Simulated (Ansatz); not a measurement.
**Stack of 1T-CoBrI under 1T-ZrSSe, upper layer turned by 180° in a perpendicular field**

Wanted: the out-of-plane response of the stack of 1T-CoBrI under 1T-ZrSSe, upper layer turned by 180°. A positive field points along +c.

Main program and level: Ansatz 0.2.0; plane-wave DFT, PBE-D3(BJ), Ansatz PAW.

Most raw output is cut from this account.

## (1) Set-up

The cell holds 6 atoms: 1 I, 1 Co, 1 Br, 1 Se, 1 Zr and 1 S. Cell: a = 3.710 Å, b = 3.710 Å, c = 49.215 Å, α = 90.0°, β = 90.0°, γ = 120.0°. Regions: layer 1: 1T-CoBrI, 3 atoms (1 I, 1 Co and 1 Br); layer 2: 1T-ZrSSe, 3 atoms (1 Se, 1 Zr and 1 S). Vacuum lies along c.

## (2) Relaxation

The starting cell is a guess, so the in-plane lattice and the atoms are relaxed first, with the slab cut off from its images along the normal.

input.yaml reads:

```yaml
crystal:
  lattice:
    - [3.7101005, 0.0, 0.0]
    - [-1.85505025, 3.2130412836, 0.0]
    - [0.0, 0.0, 49.2148968554]
  atoms:
    - { symbol: I, position: [0.6666666667, 0.3333333333, 0.4073969729] }
    - { symbol: Co, position: [0.0, 0.0, 0.4380903273], spin: 3.0 }
    - { symbol: Br, position: [0.3333333333, 0.6666666667, 0.4614992721] }
    - { symbol: Se, position: [0.6666666667, 0.3333333333, 0.5255042828] }
    - { symbol: Zr, position: [0.3333333333, 0.6666666667, 0.5615641109] }
    - { symbol: S, position: [0.0, 0.0, 0.5926030271] }
  periodic: [true, true, false]
magnetization:
  spin_polarized: true
kpoints:
  mp_grid: { grid: [12, 12, 1] }
hamiltonian:
  xc: pbe
  dispersion: d3bj
scf:
  occupations: { method: fermi_dirac, width: 0.05 }
  convergence: { dr2_threshold: 1.0e-09 }
relax:
  f_tol: 0.004
  max_steps: 90
  cell: {}
output:
  write_potential: true
  write_density: true
  volumetric_format: npy
```

On the command line:

```bash
> ansatz run input.yaml --threads 4 --pin off --max-ram 12288MiB --backend cpu --events-out ev --progress --plain --runs-dir out
```

It took 3 min on 4 threads of AMD EPYC 9R14 (Zen 4), shared host; peak memory 1.7 GiB.

Relaxation path:

```
step  energy less that of the first step (eV)  largest force component (eV/Å)  volume (Å³)
   1                                   0.0000                          1.2999       586.68
   2                                  -0.1803                          0.8966       582.77
   3                                  -0.2351                          0.2390       580.22
   4                                  -0.2465                          0.1110       581.60
   5                                  -0.2512                          0.0153       583.60
   6                                  -0.2513                          0.0094       584.07
   7                                  -0.2513                          0.0013       584.34
  8*                                  -0.2512                          0.0013       584.34
```

Relaxation steps marked * repeat the geometry before them on a plane-wave basis chosen anew for their cell, so energy and pressure can jump there.

The run keeps the 6 symmetry operations that it works with, so distortions that break them were not tested.

```
cell as run  before  after  change
      a (Å)   3.710  3.703  -0.2 %
      b (Å)   3.710  3.703  -0.2 %
```

The atoms that moved most (Å, along periodic axes as changes of fractional coordinates times the final cell, across vacuum about the mean position):

```
atom     dx     dy      dz  length
  S6  0.000  0.000  -0.159   0.159
 Br3  0.000  0.000   0.137   0.137
 Se4  0.000  0.000   0.099   0.099
 Co2  0.000  0.000  -0.039   0.039
 Zr5  0.000  0.000  -0.031   0.031
  I1  0.000  0.000  -0.007   0.007
```

Final coordinates:

```cif
data_structure
_symmetry_space_group_name_H-M 'P 1'
_symmetry_Int_Tables_number 1
_cell_length_a 3.7027
_cell_length_b 3.7027
_cell_length_c 49.2149
_cell_angle_alpha 90.000
_cell_angle_beta 90.000
_cell_angle_gamma 120.000
_cell_volume 584.34
loop_
_atom_site_label
_atom_site_type_symbol
_atom_site_fract_x
_atom_site_fract_y
_atom_site_fract_z
_atom_site_occupancy
I1 I 0.66667 0.33333 0.40725 1
Co2 Co 0.00000 0.00000 0.43731 1
Br3 Br 0.33333 0.66667 0.46428 1
Se4 Se 0.66667 0.33333 0.52751 1
Zr5 Zr 0.33333 0.66667 0.56094 1
S6 S 0.00000 0.00000 0.58938 1
```

Numbers from this step:

- energy at zero smearing: -25983.5974 eV
- total moment: 0.9993 μB
- site moments: -0.008212, 0.9241, 0.02693, -6.16e-4, 0.004716, 0.001041 μB

Site moment by atom:

```
atom  site moment (μB)
  I1            -0.008
 Co2             0.924
 Br3             0.027
 Se4            -0.001
 Zr5             0.005
  S6             0.001
```

The lattice constant a goes from 3.710 to 3.703 Å.

## (3) Single point, field 0

A sawtooth potential applies the field, turning back in the middle of the vacuum. With the dipole correction the typed value is the field outside the slab. The induced dipole is small, so the SCF threshold is tight.

The cell differs from the one that the last finished run ended in (c 49.215 → 26.963 Å).

input.yaml reads:

```yaml
crystal:
  lattice:
    - [3.7027164792, 0.0, 0.0]
    - [-1.8513582396, 3.206646534, 0.0]
    - [0.0, 0.0, 26.9631579744]
  atoms:
    - { symbol: I, position: [0.6666666667, 0.3333333333, 0.3337887946], spin: -0.01 }
    - { symbol: Co, position: [0.0, 0.0, 0.388645387], spin: 0.92 }
    - { symbol: Br, position: [0.3333333333, 0.6666666667, 0.4378708024], spin: 0.03 }
    - { symbol: Se, position: [0.6666666667, 0.3333333333, 0.5532860993] }
    - { symbol: Zr, position: [0.3333333333, 0.6666666667, 0.6143071701] }
    - { symbol: S, position: [0.0, 0.0, 0.6662112054] }
magnetization:
  spin_polarized: true
kpoints:
  mp_grid: { grid: [18, 18, 1] }
  band_path:
    path: [[0, 0, 0], [0.5, 0, 0], [0.33333333, 0.33333333, 0], [0, 0, 0]]
    npoints: 16
hamiltonian:
  xc: pbe
  dispersion: d3bj
scf:
  occupations: { method: fermi_dirac, width: 0.02585 }
  convergence: { dr2_threshold: 1.0e-10 }
efield:
  axis: 3
  dipole_correction: true
  ramp_position: 0.97
  ramp_width: 0.06
  amplitude: 0
output:
  dos: { projected: true, e_range: [-6, 5] }
  bader: true
  write_potential: true
  write_density: true
  volumetric_format: npy
  elf: true
```

The job ended after 49 s (4 threads; peak memory 1.6 GiB).

Numbers from this step:

```yaml
energy_at_zero_smearing: -25983.5984 eV
total_moment: 0.9999 μB
site_moments: -0.008138, 0.9236, 0.02653, -6.39e-4, 0.004923, 0.001042 μB
work_function_upper_face: 5.310 eV
work_function_lower_face: 4.418 eV
dipole_along_the_normal: -0.05850 e·Å
step_between_the_vacuum_levels: 0.8916 eV
```

Running mean over a fixed 2.7 Å (it still follows the layers) of the planar mean; the ramp of the sawtooth is left out. The electron's electrostatic potential energy less the Fermi level by z:

z (Å), electron's electrostatic potential energy less the Fermi level (eV) and a bar from the least value:
```
      3.5       4.42 ############################
      4.0       4.42 ############################
      4.5       4.42 ############################
      5.0       4.41 ############################
      5.5       4.40 ############################
      6.0       4.35 ############################
      6.5       4.13 ###########################
      7.0       3.25 ##########################
      7.5       1.75 ######################
      8.0       0.24 ###################
      8.5      -1.53 ###############
      9.0      -3.52 ###########
      9.5      -5.21 #######
     10.0      -5.83 ######
     10.5      -6.93 ###
     11.0      -7.51 ##
     11.5      -6.27 #####
     12.0      -4.02 ##########
     12.5      -2.02 ##############
     13.0      -0.20 ##################
     13.5       1.19 #####################
     14.0       0.98 #####################
     14.5      -0.58 #################
     15.0      -3.11 ############
     15.5      -6.12 #####
     16.0      -7.66 ##
     16.5      -8.38 
     17.0      -8.52 
     17.5      -7.22 ###
     18.0      -4.07 ##########
     18.5      -1.03 ################
     19.0       1.30 #####################
     19.5       3.39 ##########################
     20.0       4.79 #############################
     20.5       5.21 ##############################
     21.0       5.29 ##############################
     21.5       5.31 ##############################
     22.0       5.31 ##############################
     22.5       5.31 ##############################
     23.0       5.31 ##############################
     23.5       5.31 ##############################
```

The density of states has structure finer than the step of the table below, so its rows give means over 0.25 eV, whole bins alone (the curve runs from -6 to 1.99 eV). Peaks (eV: height): total -3.900: 13.0, -3.270: 12.3, -0.930: 13.5, -0.790: 12.4, -0.490: 13.2, -0.400: 14.6, 1.280: 12.4; up -3.880: 9.06, -3.770: 7.78, -3.160: 7.89, -1.260: 7.87, -1.090: 9.17, -0.930: 10.9, -0.870: 8.09; down -2.750: 7.54, -0.790: 10.2, -0.730: 7.63, -0.490: 13.2, -0.400: 12.8, -0.320: 9.04, 1.280: 11.3.

Density of states against energy, zero at the Fermi level; means over each step; values in states/eV a cell:

```
energy (eV)  total     up    down
      -5.75   1.55  0.764   0.789
      -5.50   2.35   1.30    1.06
      -5.25   5.79   2.85    2.93
      -5.00   2.46   1.22    1.24
      -4.75   2.83   1.43    1.40
      -4.50   4.25   2.10    2.15
      -4.25   4.60   2.83    1.77
      -4.00   9.13   5.26    3.88
      -3.75   8.12   4.41    3.71
      -3.50   6.43   2.29    4.14
      -3.25   10.3   5.62    4.73
      -3.00   6.20   2.57    3.62
      -2.75   6.25   3.10    3.15
      -2.50   4.02   1.76    2.26
      -2.25   3.82   1.80    2.01
      -2.00   4.66   2.33    2.33
      -1.75   3.44   1.65    1.79
      -1.50   4.23   2.69    1.54
      -1.25   5.74   4.42    1.32
      -1.00   6.97   5.91    1.07
      -0.75   6.65   2.53    4.12
      -0.50   6.45  0.593    5.85
      -0.25   3.84   2.18    1.66
       0.00   3.22   3.22  1.9e-4
       0.25   2.52   2.04   0.482
       0.50   1.83   1.07   0.760
       0.75   3.64   1.10    2.54
       1.00   4.66   1.30    3.37
       1.25   5.70  0.726    4.98
       1.50   1.59  0.667   0.921
       1.75   2.01   1.00    1.00
```

Projected DOS per atom over height of the atomic layer and energy from the Fermi level. Layers: I Co Br Se Zr S from below.

Ten even steps from '_' (0.00 states/eV) to '@' (5.10 states/eV), each cell a mean:
```
________--__
________..__
..==____--__
__..____--__
________..__
..::________
..@@________
__@@________
__%%__..____
__--__--__..
______--__..
..__..::__..
::__....__..
--....::..::
--..::..--++
::..==....::
::::==::..--
..__......::
____..__....
::__--______
::__--______
..__________
```
Columns: height of the atomic layer (Å) from 9 to 18.0 (not evenly spaced); rows upwards: energy from the Fermi level (eV) from -5.96 to 1.96.

Projected DOS per atom, spin up over height of the atomic layer and energy from the Fermi level. Layers: I Co Br Se Zr S from below.

Ten even steps from '0' (0.00 states/eV) to '9' (3.87 states/eV), each cell a mean:
```
000020
000010
000020
000020
010010
131000
020000
040000
090000
040201
000201
000100
101100
101111
211123
111101
223112
001001
000000
101000
102000
100000
```
Columns: height of the atomic layer (Å) from 9 to 18.0 (not evenly spaced); rows upwards: energy from the Fermi level (eV) from -5.96 to 1.96.

Projected DOS per atom, spin down over height of the atomic layer and energy from the Fermi level. Layers: I Co Br Se Zr S from below.

Ten even steps from '0' (0.00 states/eV) to '9' (4.11 states/eV), each cell a mean:
```
000010
010010
151020
020010
000010
000000
090000
070000
000000
000101
000201
100100
101100
201101
111123
113001
101112
000001
000000
102000
101000
000000
```
Columns: height of the atomic layer (Å) from 9 to 18.0 (not evenly spaced); rows upwards: energy from the Fermi level (eV) from -5.96 to 1.96.

Deep bands are left out, so band numbers here count from the lowest band kept and differ from the log's. The electronic bands at the labelled points (eV, zero at the Fermi level; # counts the bands kept):

```
  point  up #14  up #16  up #17  up #18  down #13  down #14  down #15  down #16
      Γ   -0.50    0.58    0.58    0.77     -0.56     -0.50     -0.50      0.77
halfway   -0.93   -0.32    0.25    0.54     -0.88     -0.48     -0.33      0.52
      M   -1.13    0.07    0.21    0.28     -0.96     -0.53     -0.51      0.15
halfway   -1.07   -0.25    0.10    0.89     -0.75     -0.52     -0.45      0.88
      K   -0.96   -0.49   -0.03    1.54     -0.74     -0.48     -0.38      0.76
halfway   -0.92   -0.26   -0.11    1.08     -0.78     -0.46     -0.35      0.85
      Γ   -0.50    0.58    0.58    0.77     -0.56     -0.50     -0.50      0.77
```

Spin density in the ca plane at fractional y = 0.000, with atoms of Co and S within 0.2 Å of it.

Ten even steps from '0' (0.0 e/Å³) to '9' (2.4 e/Å³), each cell a mean:
```
00000000000000000001540000000000000000000000
00000000000000000000000000000000000000000000
00000000000000000000000000000000000000000000
00000000000000000000000000000000000000000000
00000000000000000000000000000000000000000000
00000000000000000000000000000000000000000000
00000000000000000000000000000000000000000000
00000000000000000000000000000000000000000000
00000000000000000000220000000000000000000000
00000000000000000001980000000000000000000000
```
Columns run along c (16.0 Å, from fractional 0.12 to 0.71 of the cell), rows up along a (3.7 Å). Atoms in or near the plane, at fractional coordinates: Co at (0.39, 0.00), S at (0.67, 0.00).

Valence density in the ca plane at fractional y = 0.000, with atoms of Co and S within 0.2 Å of it. It is the smooth field of the valence electrons, not physical close to the nuclei.

Values in e/Å³, 6 rows by 16 columns, each cell a mean:
```
 0  0  0  0  0  0  0 11  1  0  0  0  0  0  1  1
 0  0  0  0  0  0  0  0  0  0  0  0  0  0  0  0
 0  0  0  0  0  0  0  0  0  0  0  0  0  0  0  0
 0  0  0  0  0  0  0  0  0  0  0  0  0  0  0  0
 0  0  0  0  0  0  0  1  0  0  0  0  0  0  1  1
 0  0  0  0  0  0  1 20  1  0  0  0  0  0  1  1
```
Columns run along c (16.0 Å, from fractional 0.12 to 0.71 of the cell), rows up along a (3.7 Å). Atoms in or near the plane, at fractional coordinates: Co at (0.39, 0.00), S at (0.67, 0.00).

Electrostatic potential energy in the ca plane at fractional y = 0.000, with atoms of Co and S within 0.2 Å of it. With pseudopotentials it is smooth inside the atoms' cores, unlike the true potential.

Ten even steps from '0' (-37 eV) to '9' (6 eV), each cell a mean:
```
99999999999850001799999999999999830104899999
99999999999874125899999999999998863237999999
99999999988888778899999999999888887789999999
99999999887788999888999999888877788999999999
99999999876688999888999998878766678999999999
99999999876788999888999998888776678999999999
99999999988888888889999999888877788899999999
99999999999886457899999999999988876568999999
99999999999861003899999999999999850015999999
99999999999840001799999999999999820203899999
```
Columns run along c (16.0 Å, from fractional 0.20 to 0.79 of the cell; values clipped at the 3rd and 97th percentile), rows up along a (3.7 Å). Atoms in or near the plane, at fractional coordinates: Co at (0.39, 0.00), S at (0.67, 0.00).

The work function of the upper face is 5.31 eV.

## (4) Single point, field 0.05 V/Å

Edit input.yaml of step 3 so:

```diff
@@ -30,6 +30,4 @@
   ramp_width: 0.06
-  amplitude: 0
+  amplitude: 0.05
 output:
-  dos: { projected: true, e_range: [-6, 5] }
-  bader: true
   write_potential: true
@@ -37,2 +35 @@
   volumetric_format: npy
-  elf: true
```

Run time: 38 s. Hardware: 4 threads; peak memory 1.6 GiB.

The dipole is -0.0240 e·Å, 0.0345 e·Å from its value without field.

## (5) Atoms held, field -0.05 V/Å

Edit input.yaml of step 4 so:

```diff
@@ -30,3 +30,3 @@
   ramp_width: 0.06
-  amplitude: 0.05
+  amplitude: -0.05
 output:
```

Wall time 38 s (4 threads); peak memory 1.6 GiB; 2.5 min of CPU time.

The dipole is -0.0934 e·Å, -0.0349 e·Å from its value without field.

## (6) Single point, field 0.1 V/Å

Edit input.yaml of step 5 so:

```diff
@@ -28,5 +28,5 @@
   dipole_correction: true
-  ramp_position: 0.97
-  ramp_width: 0.06
-  amplitude: -0.05
+  ramp_position: 0.9536
+  ramp_width: 0.0801
+  amplitude: 0.1
 output:
```

The job ended after 40 s (4 threads; peak memory 1.6 GiB; 2.6 min of CPU time).

The dipole is 0.0103 e·Å, 0.0688 e·Å from its value without field.

## (7) Atoms held, field 0.2 V/Å

Edit input.yaml of step 6 so:

```diff
@@ -30,3 +30,3 @@
   ramp_width: 0.0801
-  amplitude: 0.1
+  amplitude: 0.2
 output:
```

It took 40 s on 4 threads; peak memory 1.6 GiB.

The dipole is 0.0782 e·Å, 0.137 e·Å from its value without field.

## (8) Atoms held, field 0.3 V/Å

Edit input.yaml of step 7 so:

```diff
@@ -28,6 +28,8 @@
   dipole_correction: true
-  ramp_position: 0.9536
-  ramp_width: 0.0801
-  amplitude: 0.2
+  ramp_position: 0.951
+  ramp_width: 0.0854
+  amplitude: 0.3
 output:
+  dos: { projected: true, e_range: [-6, 5] }
+  bader: true
   write_potential: true
@@ -35 +37,2 @@
   volumetric_format: npy
+  elf: true
```

Run time: 52 s. Hardware: 4 threads; peak memory 1.6 GiB.

The dipole is 0.146 e·Å, 0.204 e·Å from its value without field.

(Part 1 of 2 ends here.)

[Logs are printed without paths, hosts, clocks, repeated set-up lines and the standing remarks that a program may print on its own settings, such as how far it seeks lower states.]

[Hosts, paths, dates, database ids (printed as entryN), source tags and the programs' standing remarks are cut or masked in the printed files.]

[Maps of the electrostatic potential energy from Ansatz leave out the sawtooth potential of an applied field or a dipole correction, so their vacuum need not be flat; planar profiles and work functions include it.]
